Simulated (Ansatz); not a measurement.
# NiSb in the rocksalt structure

Level of theory: DFT, r²SCAN, scalar-relativistic, collinear spin; plane waves to 500 eV with PAW datasets (Ansatz 0.2.0), Γ-centred 12×12×12 mesh, 0.05 eV Gaussian smearing; PAW files: Ansatz's generated set soft_2.

```cif
data_structure
_symmetry_space_group_name_H-M 'P 1'
_symmetry_Int_Tables_number 1
_cell_length_a 3.6945
_cell_length_b 3.6945
_cell_length_c 3.6945
_cell_angle_alpha 60.000
_cell_angle_beta 60.000
_cell_angle_gamma 60.000
_cell_volume 35.66
loop_
_atom_site_label
_atom_site_type_symbol
_atom_site_fract_x
_atom_site_fract_y
_atom_site_fract_z
_atom_site_occupancy
Ni1 Ni 0.50000 0.50000 0.50000 1
Sb1 Sb 0.00000 0.00000 0.00000 1
```

The start was a prototype's sites filled with these elements. The Crystallography Open Database lists the compound in space group P63/mmc, so this is a trial structure.

Magnetic state: non-magnetic, site spin moments none.

Task: Which orbitals carry the states at the Fermi level, and how many states are there?

Result: Within 0.1 eV of it: Ni 3d 48 %, Sb 5p 42 % (shares among the projected shells). The density of states at the Fermi level is about 1.3 states/eV per cell, averaged over 0.3 eV.

Density of states (tetrahedra, averaged over 0.3 eV; states/eV per cell of 2 atoms; energy in eV from the Fermi level; projections on Löwdin-orthogonalised atomic orbitals, summed over sites):

```csv
E,total,Sb 5p,Ni 3d up,Ni 3d down,Ni 4s,Sb 5s
-6.70,0.1,0.0,0.0,0.0,0.0,0.0
-6.40,0.2,0.1,0.0,0.0,0.0,0.0
-6.10,0.3,0.2,0.0,0.0,0.1,0.0
-5.80,0.5,0.3,0.0,0.0,0.1,0.0
-5.50,0.6,0.4,0.0,0.0,0.1,0.0
-5.20,1.3,0.9,0.1,0.1,0.1,0.1
-4.90,1.4,1.0,0.1,0.1,0.1,0.1
-4.60,0.6,0.3,0.1,0.1,0.0,0.1
-4.30,0.7,0.4,0.1,0.1,0.0,0.1
-4.00,1.0,0.6,0.1,0.1,0.0,0.0
-3.70,1.2,0.7,0.2,0.2,0.0,0.0
-3.40,1.6,0.7,0.4,0.4,0.0,0.0
-3.10,2.9,1.0,0.9,0.9,0.0,0.0
-2.80,4.1,1.1,1.5,1.5,0.0,0.0
-2.50,2.2,0.5,0.8,0.8,0.0,0.0
-2.20,1.3,0.2,0.6,0.6,0.0,0.0
-1.90,3.3,0.2,1.5,1.5,0.0,0.0
-1.60,9.9,0.2,4.7,4.7,0.1,0.0
-1.30,3.9,0.3,1.7,1.7,0.2,0.0
-1.00,1.8,0.3,0.6,0.6,0.1,0.1
-0.70,2.0,0.4,0.6,0.6,0.2,0.1
-0.40,1.5,0.5,0.4,0.4,0.1,0.1
-0.10,1.3,0.5,0.3,0.3,0.1,0.1
0.20,1.2,0.5,0.2,0.2,0.1,0.1
0.50,1.0,0.5,0.2,0.2,0.0,0.0
0.80,1.0,0.5,0.2,0.2,0.0,0.0
1.10,0.9,0.5,0.1,0.1,0.0,0.0
1.40,0.8,0.5,0.1,0.1,0.0,0.0
1.70,0.8,0.5,0.1,0.1,0.0,0.0
2.00,0.7,0.5,0.1,0.1,0.0,0.0
2.30,0.7,0.5,0.1,0.1,0.0,0.0
2.60,0.7,0.4,0.1,0.1,0.1,0.0
2.90,0.7,0.4,0.1,0.1,0.1,0.0
3.20,0.7,0.4,0.1,0.1,0.1,0.0
3.50,0.7,0.4,0.1,0.1,0.1,0.0
3.80,0.6,0.4,0.0,0.0,0.1,0.0
4.10,0.3,0.1,0.0,0.0,0.1,0.0
```

The calculation's cell holds 33 valence electrons, an odd number. Without magnetic order each band takes two, so one stays part-filled and the crystal must be a metal. (Only strong correlation, outside this picture, could make a Mott insulator of it.)

For elements this heavy, spin–orbit coupling would shift levels and gaps; it isn't included here.
